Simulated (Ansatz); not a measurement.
InPd:

```
CELL_PARAMETERS angstrom
3.27188 0.00000 0.00000
0.00000 3.27188 0.00000
0.00000 0.00000 3.27188
ATOMIC_POSITIONS crystal
In 0.00000 0.00000 0.00000
Pd 0.50000 0.50000 0.50000
```

The cell comes from a database or a generator and needn't be the stable form of this composition.

| Property | Result |
| --- | --- |
| Program | Ansatz 0.2.0 |
| Task | relaxation of cell and atoms |
| Functional | LDA |
| Potentials or basis | Ansatz PAW |
| Cutoff | 420 eV (not typed: the program's choice for these potentials) |
| k mesh | 8 × 8 × 8 |
| Occupations | fermi-dirac, width 0.05 eV |
| Spin | no spin polarisation |

At the start: volume 17.51 Å³/atom.

Task: How do energy, volume and symmetry change on relaxing?

Result: It ends after 5 steps and the volume is 16.60 Å³/atom (-5.2 %); space group Pm-3m (No. 221, to 0.05 Å).

The path:
```tsv
step	energy change (eV)	largest force (eV/Å)	volume (Å³)
1	0.0000	0.0000	35.03
2	-0.0414	0.0000	33.52
3	-0.0429	0.0000	33.17
4	-0.0429	0.0000	33.20
5	-0.0424	0.0000	33.20
```

Final structure:
```cif
data_structure
_symmetry_space_group_name_H-M 'P 1'
_symmetry_Int_Tables_number 1
_cell_length_a 3.2141
_cell_length_b 3.2141
_cell_length_c 3.2141
_cell_angle_alpha 90.000
_cell_angle_beta 90.000
_cell_angle_gamma 90.000
_cell_volume 33.20
loop_
_atom_site_label
_atom_site_type_symbol
_atom_site_fract_x
_atom_site_fract_y
_atom_site_fract_z
_atom_site_occupancy
In1 In 0.00000 0.00000 0.00000 1
Pd1 Pd 0.50000 0.50000 0.50000 1
```

Caveat: the plane-wave basis is chosen anew once the cell has moved, so the energies of steps on either side of that aren't comparable; the PAW data sets come from PBE, with cores solved anew for the run's functional, which leaves a small shift of forces and pressure.
